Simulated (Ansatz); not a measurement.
# Residual resistivity of an alloy: Ir(111) with 4 layers of random Ir-Ru, 2x2

Aim: the residual resistivity of a random alloy, from Ir(111) with 4 layers of random Ir-Ru, 2x2 and longer regions.

Main program and level: Ansatz 0.2.0; Ansatz plane-wave DFT, PBE, PAW files; ballistic transport by layer matching (Landauer), zero bias; PAW set soft_1.

## (1) Starting point

The cell holds 40 atoms: 32 Ir and 8 Ru. Cell: a = 5.430 Å, b = 5.430 Å, c = 22.222 Å, α = 93.5°, β = 86.5°, γ = 120.0°. It derives from Ir. Regions: lead, 24 atoms (24 Ir); scattering region, 16 atoms (8 Ru and 8 Ir). The structure is stacked along c, and the current runs across the ab planes.

## (2) With 4 alloy layers

In 4 layers a share of 0.5 of the sites is given to Ru at random. The layers about the cell's end stay perfect and serve as the lead. Disorder leaves little or no symmetry, which makes such runs dear. Energies from -0.05 to 0.05 eV in steps of 0.05 eV are too few for the program's thermal sum, so it prints no conductance; for a metal the transmission near the Fermi level serves, at a fraction of the cost.

File input.yaml:

```yaml
crystal:
  lattice:
    - [5.4297315514, 0.0, 0.0]
    - [-2.7148657757, 4.7022854592, 0.0]
    - [1.3574328878, -0.7837142432, 22.1667862353]
  atoms:
    - { symbol: Ir, position: [0.9916666667, 0.0083333333, 0.05] }
    - { symbol: Ir, position: [0.9916666667, 0.5083333333, 0.05] }
    - { symbol: Ir, position: [0.4916666667, 0.0083333333, 0.05] }
    - { symbol: Ir, position: [0.4916666667, 0.5083333333, 0.05] }
    - { symbol: Ir, position: [0.1416666667, 0.3583333333, 0.15] }
    - { symbol: Ir, position: [0.1416666667, 0.8583333333, 0.15] }
    - { symbol: Ir, position: [0.6416666667, 0.3583333333, 0.15] }
    - { symbol: Ir, position: [0.6416666667, 0.8583333333, 0.15] }
    - { symbol: Ir, position: [0.2916666667, 0.2083333333, 0.25] }
    - { symbol: Ir, position: [0.2916666667, 0.7083333333, 0.25] }
    - { symbol: Ir, position: [0.7916666667, 0.2083333333, 0.25] }
    - { symbol: Ir, position: [0.7916666667, 0.7083333333, 0.25] }
    - { symbol: Ru, position: [0.9416666667, 0.0583333333, 0.35] }
    - { symbol: Ir, position: [0.9416666667, 0.5583333333, 0.35] }
    - { symbol: Ir, position: [0.4416666667, 0.0583333333, 0.35] }
    - { symbol: Ir, position: [0.4416666667, 0.5583333333, 0.35] }
    - { symbol: Ru, position: [0.0916666667, 0.4083333333, 0.45] }
    - { symbol: Ir, position: [0.0916666667, 0.9083333333, 0.45] }
    - { symbol: Ru, position: [0.5916666667, 0.4083333333, 0.45] }
    - { symbol: Ru, position: [0.5916666667, 0.9083333333, 0.45] }
    - { symbol: Ru, position: [0.2416666667, 0.2583333333, 0.55] }
    - { symbol: Ir, position: [0.2416666667, 0.7583333333, 0.55] }
    - { symbol: Ir, position: [0.7416666667, 0.2583333333, 0.55] }
    - { symbol: Ir, position: [0.7416666667, 0.7583333333, 0.55] }
    - { symbol: Ru, position: [0.8916666667, 0.1083333333, 0.65] }
    - { symbol: Ru, position: [0.8916666667, 0.6083333333, 0.65] }
    - { symbol: Ir, position: [0.3916666667, 0.1083333333, 0.65] }
    - { symbol: Ru, position: [0.3916666667, 0.6083333333, 0.65] }
    - { symbol: Ir, position: [0.0416666667, 0.4583333333, 0.75] }
    - { symbol: Ir, position: [0.0416666667, 0.9583333333, 0.75] }
    - { symbol: Ir, position: [0.5416666667, 0.4583333333, 0.75] }
    - { symbol: Ir, position: [0.5416666667, 0.9583333333, 0.75] }
    - { symbol: Ir, position: [0.1916666667, 0.3083333333, 0.85] }
    - { symbol: Ir, position: [0.1916666667, 0.8083333333, 0.85] }
    - { symbol: Ir, position: [0.6916666667, 0.3083333333, 0.85] }
    - { symbol: Ir, position: [0.6916666667, 0.8083333333, 0.85] }
    - { symbol: Ir, position: [0.8416666667, 0.1583333333, 0.95] }
    - { symbol: Ir, position: [0.8416666667, 0.6583333333, 0.95] }
    - { symbol: Ir, position: [0.3416666667, 0.1583333333, 0.95] }
    - { symbol: Ir, position: [0.3416666667, 0.6583333333, 0.95] }
kpoints:
  mp_grid: { grid: [5, 5, 1] }
hamiltonian:
  xc: pbe
  pseudopotentials: { kind: paw, azcp: { folder: soft_1 } }
scf:
  occupations: { method: fermi_dirac, width: 0.1 }
output:
  transmission:
    leads: [[0, 4]]
    kmesh: [10, 10]
    e_range: [-0.05, 0.05]
    de: 0.05
  write_potential: true
  write_density: true
  volumetric_format: npy
```

Started as:

```console
$ ansatz run input.yaml --threads 4 --pin off --max-ram 15360MiB --backend cpu --events-out ev --progress --plain --runs-dir out
```

Numbers of over 12 decimals in the logs are rounded to 6 here.

The log of the run:

```text
Engine: ansatz 0.2.0, aarch64-unknown-linux-gnu
Pseudopotentials: kind: paw
Pseudopotential: Ir, paw, valence charge 17, recommended cutoff 420 eV (normal), soft_1/Ir.paw.azcp
Pseudopotential: Ru, paw, valence charge 16, recommended cutoff 420 eV (normal), soft_1/Ru.paw.azcp
Functional definition: PBE
  parameter kappa = 0.804
  parameter beta = 0.066725
  exchange = pbe_x(kappa = kappa, mu = beta*pi^2/3)
  correlation = pbe_c(beta = beta)
Crystal: 40 atoms, lattice volume = 565.966 Å³
Basis set: ecut = 420 eV, 11009 PW (Γ)
Bands: 404, of which v1, the nominal top of the filled ones, is band 336 counted from 1 (335 counted from 0)
Symmetry: 1 space group operations
Space group: P1 (ITA 1), of the structure as read, at distance tolerance 8.3e-5 Å
k-points: 13 of 25 (time reversal used)
Non-local potential: Ir, projectors of the file, l = 0: 3, l = 1: 2, l = 2: 2, l = 3: 1
Non-local potential: Ru, projectors of the file, l = 0: 3, l = 1: 2, l = 2: 2, l = 3: 1
PAW form: soft (Blöchl's): semilocal exchange-correlation on the pseudo side does not see the compensation charge
PAW one-centre angular grid: Ir, 590 points (default); XC on 64 Gauss nodes
PAW one-centre angular grid: Ru, 590 points (default); XC on 64 Gauss nodes
Initial density: superposition of atomic densities (chi_scale 0.1, normalization cell)
Initial wavefunctions: pseudopotential atomic-orbital guess
Functional: x = pbe(κ = 0.804, μ = 0.219515), c = pbe(β = 0.066725)
SCF iter   1: F=—  HF=-429022.038379 eV  |F-HF|=—  |Δ(HF+E_count)|=         —  Δρ=1.01e-1  dr2=1.39e2  ethr=3.10e-3  ⟨swp⟩=5.0  Hψ=15784  notcnv=0  defer=87
preconditioner: auto → Kerker (q_TF=auto, 2.808 Å⁻¹)  [metal: Δε(μ)=0.011 eV  Ē_g=6.755 eV  σ=0.100 eV  W_gap=0.03  n_scr=228 (ndim 8)  ℏωp=29.3 eV  f_vac=0.000  D(μ)=36.35/eV (n_scr^D=352)]
SCF iter   2: F=—  HF=-429012.891245 eV  |F-HF|=—  |Δ(HF+E_count)|=    9.15e0  Δρ=5.22e-2  dr2=3.22e1  ethr=3.10e-3  ⟨swp⟩=2.0  Hψ=7183  notcnv=0  defer=221
SCF iter   3: F=—  HF=-429009.694164 eV  |F-HF|=—  |Δ(HF+E_count)|=    3.20e0  Δρ=6.98e-3  dr2=1.09e0  ethr=3.10e-3  ⟨swp⟩=2.0  Hψ=7223  notcnv=0  defer=221
SCF iter   4: F=—  HF=-429009.696772 eV  |F-HF|=—  |Δ(HF+E_count)|=   2.61e-3  Δρ=2.37e-3  dr2=1.87e-1  ethr=1.62e-4  ⟨swp⟩=1.0  Hψ=6045  notcnv=0  defer=221
SCF iter   5: F=—  HF=-429009.689043 eV  |F-HF|=—  |Δ(HF+E_count)|=   7.73e-3  Δρ=4.31e-4  dr2=6.77e-2  ethr=2.78e-5  ⟨swp⟩=1.0  Hψ=5003  notcnv=0  defer=221
SCF iter   6: F=—  HF=-429009.688128 eV  |F-HF|=—  |Δ(HF+E_count)|=   9.15e-4  Δρ=1.67e-4  dr2=1.67e-3  ethr=1.01e-5  ⟨swp⟩=1.0  Hψ=5003  notcnv=0  defer=221
SCF iter   7: F=—  HF=-429009.688111 eV  |F-HF|=—  |Δ(HF+E_count)|=   1.74e-5  Δρ=5.45e-5  dr2=1.74e-4  ethr=2.49e-7  ⟨swp⟩=1.0  Hψ=5003  notcnv=0  defer=221
SCF iter   8: F=—  HF=-429009.688133 eV  |F-HF|=—  |Δ(HF+E_count)|=   2.24e-5  Δρ=1.85e-5  dr2=1.00e-5  ethr=2.59e-8  ⟨swp⟩=1.0  Hψ=5003  notcnv=0  defer=221
SCF iter   9: F=—  HF=-429009.688918 eV  |F-HF|=—  |Δ(HF+E_count)|=   7.85e-4  Δρ=4.60e-6  dr2=6.09e-7  ethr=1.49e-9  ⟨swp⟩=1.0  Hψ=5003  notcnv=0  defer=221
SCF iter  10: F=-429009.688918 eV  HF=-429009.688918 eV  |F-HF|=8.05e-8  |Δ(HF+E_count)|=   2.47e-8  Δρ=9.97e-7  dr2=8.24e-8  ethr=1.49e-11  ⟨swp⟩=8.0  Hψ=12239  notcnv=0
SCF 1 converged in 10 iterations: F = -429009.688918 eV  dr2 = 8.24e-8
  greatest PAW one-centre occupation: 1.000 electrons in one spin orbital (limit 2), on the Ir atom at site 17 (counted from 0), in its partial waves of l = 0
transmission: 216 of 2132 steps passed
transmission: 430 of 2132 steps passed
[...]
transmission: 2132 of 2132 steps passed
SCF converged after 10 iterations
Free energy (F): -429009.688918 eV
Harris-Foulkes:  -429009.688918 eV  (|F-HF|=8.05e-8)
Internal energy: -429008.565611 eV  (E = F + TS)
E sigma→0 (E₀):  -429009.127265 eV
Entropy (-TS):   -1.123306 eV (-28.083 meV/atom)
Fermi energy:    25.045126 eV
--- Per-component energies (eV) ---
  E_band       = -3262.881280
  E_kinetic    = 20961.478836
  E_local      = -45959.367297  (includes V_loc(G=0)·N_el)
  E_nonlocal   = 9376.150565
  E_hartree    = 16782.443409
  E_xc         = -8734.201159
  E_vxc        = -9943.024559  (∫ρ·V_xc dr)
  E_paw        = -324496.363781  (= ΣΔE_a)
  E_vpaw       = -11263.021551  (= ΣTr[D̂ρ^β])
  E_aug_tail   = 0.016031  (compensation charges beyond the density's cutoff)
  E_ewald      = -96938.722215
  E_smearing   = -1.123306  (= −TS)
  E_closure    = 0.000000  (closes the sum)
  Σ components = -429009.688918   (vs F -429009.688918, Δ=0.00e0)
--- Band table (eV; the first three rows and the last of 13) ---
  k-point 0: bands = [... 332 lower, 25.8354, 25.8427, 25.9464, 25.9473, 25.9474, 26.0052, 26.0071, 26.0080, ... 64 higher]
  k-point 1: bands = [... 332 lower, 25.3476, 25.3764, 25.4562, 25.4737, 25.4883, 25.5123, 25.5826, 25.6154, ... 64 higher]
  k-point 2: bands = [... 332 lower, 24.4644, 24.5251, 24.5899, 24.6169, 24.6506, 24.6766, 24.7099, 24.8139, ... 64 higher]
  k-point 12: bands = [... 332 lower, 24.8471, 24.9317, 25.0137, 25.1159, 25.1844, 25.1866, 25.2005, 25.2209, ... 64 higher]
--- Transmission ---
  basis      : 223 plane waves across, 41 finite elements along
  points     : 52, standing for a mesh of 10 x 10
  energies   : 3 from -0.050000 to 0.050000 eV about the Fermi level, 0.050000 eV apart; the leads are filled to 0.000000 eV, and channels, transmission and decay are at 0.000000 eV
  crystal 0  : Ir4, at the sites [0, 4], period 2.2167 Å, over 13.30 Å; its Hamiltonian steps by up to 29.6 meV: too much for a lead, lay more layers or, if its atoms are ordered, name the step of that order
    offset         : up to 0.0000 Å between an atom of the period and one for which it stands
    channels       : 5.860000e0 a spin
    conductance    : none, the energies end too early or step too widely for 300 K: set another output.transmission.e_range or a lower de, or, where they end at an eighth of basis.ecutwfc, a higher one
  junction   : crystal 0 to crystal 0, 0.70 to 20.65 Å
    transmission   : 4.497859e0 a spin
    conductance    : none, the energies end too early or step too widely for 300 K: set another output.transmission.e_range or a lower de, or, where they end at an eighth of basis.ecutwfc, a higher one
```

The job ended after 8.4 min (4 threads of Arm Neoverse V1, shared host; peak memory 5.1 GiB).

This step gave:

| Property | Result |
| --- | --- |
| free energy | -429009.6889 eV |
| energy at zero smearing | -429009.1273 eV |
| Fermi energy | 25.05 eV |
| cell area | 25.53 Å² |
| transmission per spin nearest the Fermi level | 4.498 |
| open channels per spin nearest the Fermi level | 5.86 |
| step of the lead's potential | 29.6 meV |

Per spin. Transmission, zone mean against energy, zero at the Fermi level:

| energy (eV) | transmission, zone mean |
| --- | --- |
| -0.0500 | 4.52 |
| 0.0000 | 4.50 |
| 0.0500 | 4.51 |

Per spin. Open channels, zone mean, lead against energy, zero at the Fermi level:

| energy (eV) | open channels, zone mean, lead |
| --- | --- |
| -0.0500 | 5.9 |
| 0.0000 | 5.86 |
| 0.0500 | 6.26 |

Transmission over k1 and k2. At 0.0000 eV from the Fermi level.

Values, 10 rows by 10 columns:
```
5.11 5.65 4.19 3.89 4.14 5.68 5.13 3.61 2.50 3.62
4.05 4.15 2.74 4.55 4.53 3.05 4.13 4.03 2.34 2.37
3.98 3.88 4.72 4.68 4.63 4.66 4.47 3.87 3.98 3.58
5.03 4.04 4.76 4.61 7.50 7.49 4.66 4.46 4.07 5.06
5.52 5.75 3.27 4.66 7.49 7.59 7.49 4.66 3.27 5.75
5.03 5.06 4.07 4.46 4.66 7.49 7.50 4.61 4.76 4.04
3.98 3.58 3.98 3.87 4.47 4.66 4.63 4.68 4.72 3.88
4.05 2.37 2.34 4.03 4.13 3.05 4.53 4.55 2.74 4.15
5.11 3.62 2.50 3.61 5.13 5.68 4.14 3.89 4.19 5.65
5.28 5.11 4.09 4.07 5.10 5.09 5.10 4.07 4.09 5.11
```
Columns: k1 (b1) from -0.5 to 0.4; rows upwards: k2 (b2) from -0.5 to 0.4.

Open channels over k1 and k2. At 0.0000 eV from the Fermi level.

Ten even steps from '0' (5.00) to '9' (8.00):
```
3300033333
0036630033
0060006303
3060990603
3330999033
3306099060
0303600060
0330036630
3333330003
3300333003
```
Columns: k1 (b1) from -0.5 to 0.4; rows upwards: k2 (b2) from -0.5 to 0.4.

Over the solved energies the transmission per spin lies between 4.50 and 4.52, out of 6.01 channels of the lead on average (up to 6.26). The log calls the step of a lead's potential too much.

## (3) With 8 alloy layers

In 8 layers a share of 0.5 of the sites is given to Ru at random. A fresh draw is used; the growth of the resistance with length is what counts.

System of this step: Ir(111) with 8 layers of random Ir-Ru, 2x2. The cell holds 56 atoms: 40 Ir and 16 Ru. Cell: a = 5.430 Å, b = 5.430 Å, c = 31.073 Å, α = 87.5°, β = 92.5°, γ = 120.0°. It derives from Ir. Regions: lead, 24 atoms (24 Ir); scattering region, 32 atoms (16 Ir and 16 Ru). The structure is stacked along c, and the current runs across the ab planes.

File input.yaml:

```yaml
crystal:
  lattice:
    - [5.4297315514, 0.0, 0.0]
    - [-2.7148657757, 4.7022854592, 0.0]
    - [-1.3574328878, 0.7837142432, 31.0335007294]
  atoms:
    - { symbol: Ir, position: [0.005952381, 0.994047619, 0.0357142857] }
    - { symbol: Ir, position: [0.005952381, 0.494047619, 0.0357142857] }
    - { symbol: Ir, position: [0.505952381, 0.994047619, 0.0357142857] }
    - { symbol: Ir, position: [0.505952381, 0.494047619, 0.0357142857] }
    - { symbol: Ir, position: [0.1845238095, 0.3154761905, 0.1071428571] }
    - { symbol: Ir, position: [0.1845238095, 0.8154761905, 0.1071428571] }
    - { symbol: Ir, position: [0.6845238095, 0.3154761905, 0.1071428571] }
    - { symbol: Ir, position: [0.6845238095, 0.8154761905, 0.1071428571] }
    - { symbol: Ir, position: [0.3630952381, 0.1369047619, 0.1785714286] }
    - { symbol: Ir, position: [0.3630952381, 0.6369047619, 0.1785714286] }
    - { symbol: Ir, position: [0.8630952381, 0.1369047619, 0.1785714286] }
    - { symbol: Ir, position: [0.8630952381, 0.6369047619, 0.1785714286] }
    - { symbol: Ir, position: [0.0416666667, 0.9583333333, 0.25] }
    - { symbol: Ir, position: [0.0416666667, 0.4583333333, 0.25] }
    - { symbol: Ir, position: [0.5416666667, 0.9583333333, 0.25] }
    - { symbol: Ru, position: [0.5416666667, 0.4583333333, 0.25] }
    - { symbol: Ru, position: [0.2202380952, 0.2797619048, 0.3214285714] }
    - { symbol: Ir, position: [0.2202380952, 0.7797619048, 0.3214285714] }
    - { symbol: Ru, position: [0.7202380952, 0.2797619048, 0.3214285714] }
    - { symbol: Ir, position: [0.7202380952, 0.7797619048, 0.3214285714] }
    - { symbol: Ru, position: [0.3988095238, 0.1011904762, 0.3928571429] }
    - { symbol: Ru, position: [0.3988095238, 0.6011904762, 0.3928571429] }
    - { symbol: Ir, position: [0.8988095238, 0.1011904762, 0.3928571429] }
    - { symbol: Ru, position: [0.8988095238, 0.6011904762, 0.3928571429] }
    - { symbol: Ir, position: [0.0773809524, 0.9226190476, 0.4642857143] }
    - { symbol: Ir, position: [0.0773809524, 0.4226190476, 0.4642857143] }
    - { symbol: Ir, position: [0.5773809524, 0.9226190476, 0.4642857143] }
    - { symbol: Ru, position: [0.5773809524, 0.4226190476, 0.4642857143] }
    - { symbol: Ru, position: [0.255952381, 0.244047619, 0.5357142857] }
    - { symbol: Ru, position: [0.255952381, 0.744047619, 0.5357142857] }
    - { symbol: Ru, position: [0.755952381, 0.244047619, 0.5357142857] }
    - { symbol: Ru, position: [0.755952381, 0.744047619, 0.5357142857] }
    - { symbol: Ir, position: [0.4345238095, 0.0654761905, 0.6071428571] }
    - { symbol: Ir, position: [0.4345238095, 0.5654761905, 0.6071428571] }
    - { symbol: Ru, position: [0.9345238095, 0.0654761905, 0.6071428571] }
    - { symbol: Ru, position: [0.9345238095, 0.5654761905, 0.6071428571] }
    - { symbol: Ru, position: [0.1130952381, 0.8869047619, 0.6785714286] }
    - { symbol: Ir, position: [0.1130952381, 0.3869047619, 0.6785714286] }
    - { symbol: Ir, position: [0.6130952381, 0.8869047619, 0.6785714286] }
    - { symbol: Ir, position: [0.6130952381, 0.3869047619, 0.6785714286] }
    - { symbol: Ir, position: [0.2916666667, 0.2083333333, 0.75] }
    - { symbol: Ir, position: [0.2916666667, 0.7083333333, 0.75] }
    - { symbol: Ru, position: [0.7916666667, 0.2083333333, 0.75] }
    - { symbol: Ru, position: [0.7916666667, 0.7083333333, 0.75] }
    - { symbol: Ir, position: [0.4702380952, 0.0297619048, 0.8214285714] }
    - { symbol: Ir, position: [0.4702380952, 0.5297619048, 0.8214285714] }
    - { symbol: Ir, position: [0.9702380952, 0.0297619048, 0.8214285714] }
    - { symbol: Ir, position: [0.9702380952, 0.5297619048, 0.8214285714] }
    - { symbol: Ir, position: [0.1488095238, 0.8511904762, 0.8928571429] }
    - { symbol: Ir, position: [0.1488095238, 0.3511904762, 0.8928571429] }
    - { symbol: Ir, position: [0.6488095238, 0.8511904762, 0.8928571429] }
    - { symbol: Ir, position: [0.6488095238, 0.3511904762, 0.8928571429] }
    - { symbol: Ir, position: [0.3273809524, 0.1726190476, 0.9642857143] }
    - { symbol: Ir, position: [0.3273809524, 0.6726190476, 0.9642857143] }
    - { symbol: Ir, position: [0.8273809524, 0.1726190476, 0.9642857143] }
    - { symbol: Ir, position: [0.8273809524, 0.6726190476, 0.9642857143] }
kpoints:
  mp_grid: { grid: [5, 5, 1] }
hamiltonian:
  xc: pbe
  pseudopotentials: { kind: paw, azcp: { folder: soft_1 } }
scf:
  occupations: { method: fermi_dirac, width: 0.1 }
output:
  transmission:
    leads: [[0, 4]]
    kmesh: [10, 10]
    e_range: [-0.05, 0.05]
    de: 0.05
  write_potential: true
  write_density: true
  volumetric_format: npy
```

The log of the run:

```text
[...]
Crystal: 56 atoms, lattice volume = 792.352 Å³
Basis set: ecut = 420 eV, 15385 PW (Γ)
Bands: 562, of which v1, the nominal top of the filled ones, is band 468 counted from 1 (467 counted from 0)
Symmetry: 1 space group operations
[...]
k-points: 13 of 25 (time reversal used)
[...]
SCF iter   1: F=—  HF=-571555.704596 eV  |F-HF|=—  |Δ(HF+E_count)|=         —  Δρ=1.09e-1  dr2=2.05e2  ethr=3.10e-3  ⟨swp⟩=5.0  Hψ=21918  notcnv=0  defer=110
[...]
SCF iter  11: F=-571534.540704 eV  HF=-571534.540704 eV  |F-HF|=1.54e-8  |Δ(HF+E_count)|=  6.98e-10  Δρ=3.97e-7  dr2=1.61e-8  ethr=1.07e-11  ⟨swp⟩=8.0  Hψ=16877  notcnv=0
SCF 1 converged in 11 iterations: F = -571534.540704 eV  dr2 = 1.61e-8
[...]
transmission: 300 of 2964 steps passed
transmission: 594 of 2964 steps passed
[...]
transmission: 2964 of 2964 steps passed
SCF converged after 11 iterations
Free energy (F): -571534.540704 eV
[...]
Internal energy: -571532.981735 eV  (E = F + TS)
E sigma→0 (E₀):  -571533.761219 eV
Entropy (-TS):   -1.558970 eV (-27.839 meV/atom)
Fermi energy:    24.706756 eV
[...]
--- Band table (eV; the first three rows and the last of 13) ---
  k-point 0: bands = [... 464 lower, 25.6038, 25.6410, 25.6486, 25.6562, 25.6605, 25.6640, 25.6773, 25.6823, ... 90 higher]
  k-point 1: bands = [... 464 lower, 25.1075, 25.1170, 25.1922, 25.2003, 25.2151, 25.2184, 25.2417, 25.2688, ... 90 higher]
  k-point 2: bands = [... 464 lower, 24.2101, 24.2632, 24.2887, 24.3380, 24.3639, 24.3812, 24.4172, 24.4568, ... 90 higher]
  k-point 12: bands = [... 464 lower, 24.5791, 24.5957, 24.6152, 24.7389, 24.7903, 24.8029, 24.8275, 24.8356, ... 90 higher]
--- Transmission ---
  basis      : 223 plane waves across, 57 finite elements along
  points     : 52, standing for a mesh of 10 x 10
[...]
channels       : 6.020000e0 a spin
[...]
junction   : crystal 0 to crystal 0, 0.70 to 29.51 Å
    transmission   : 4.072629e0 a spin
[...]
```

The job ended after 16 min (4 threads; peak memory 8.7 GiB; 60 min of CPU time).

Numbers from this step:

| Item | Value |
| --- | --- |
| free energy | -571534.5407 eV |
| energy at zero smearing | -571533.7612 eV |
| Fermi energy | 24.71 eV |
| transmission per spin nearest the Fermi level | 4.073 |
| open channels per spin nearest the Fermi level | 6.02 |
| step of the lead's potential | 23.8 meV |

Per spin. Transmission, zone mean against energy, zero at the Fermi level:

| energy (eV) | transmission, zone mean |
| --- | --- |
| -0.0500 | 4.06 |
| 0.0000 | 4.07 |
| 0.0500 | 4.18 |

Over the solved energies the transmission per spin lies between 4.06 and 4.18, out of 6.06 channels of the lead on average (up to 6.26).

(Part 1 of 2 ends here.)

[Logs are printed without paths, hosts, clocks, repeated set-up lines and the standing remarks that a program may print on its own settings, such as how far it seeks lower states.]

[Hosts, paths, dates, database ids (printed as entryN), source tags and the programs' standing remarks are cut or masked in the printed files.]
